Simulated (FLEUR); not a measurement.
## SnSe under changes of volume

One of the cells (27.271 Å³/atom); the others are scaled copies at fixed shape and fractional positions:

```
Sn Se
1.0
     0.00000    3.01000    3.01000
     3.01000    0.00000    3.01000
     3.01000    3.01000    0.00000
Sn Se
1 1
Direct
  0.00000 0.00000 0.00000
  0.50000 0.50000 0.50000
```

Measurements of this composition are mostly on another form, of space group No. 62.

| Quantity | Value |
| --- | --- |
| Program | FLEUR MaX-R8.1 (later development tree) |
| Functional | LDA |
| Potentials or basis | all-electron |
| Basis | FLAPW |
| Kmax | 4.1 1/bohr |
| k mesh | 8 × 8 × 8 |
| Occupations | fermi-dirac, width 0.05 eV |
| Spin | no spin polarisation |

```csv
volume (Å³/atom),energy over the lowest point (meV/atom),gap on the mesh (eV)
25.635,0.00,0.78
26.180,2.60,0.75
27.271,?,?
28.362,47.68,0.45
28.907,65.90,0.38
```

What does the run at 27.271 Å³/atom give?

Energy over the lowest point 18.99 meV/atom; gap on the mesh 0.61 eV.

Worked out: A Birch-Murnaghan fit of order 2 (a polynomial in V^(-2/3)) to the other rows has its minimum at 25.56 Å³/atom, just outside them, with B0 = V·E''(V) = 59 GPa. It gives 18.94 meV/atom at 27.271 Å³/atom, against the run's 18.99. A parabola through the other rows of the gap, of slope -3.49 eV per unit of ln V there, gives 0.62 eV, against the run's 0.61.

Energies are extrapolated to zero smearing.

Caveats: spin-orbit coupling is left out, which moves the levels of the heavy elements.

A mesh can miss the band edges.
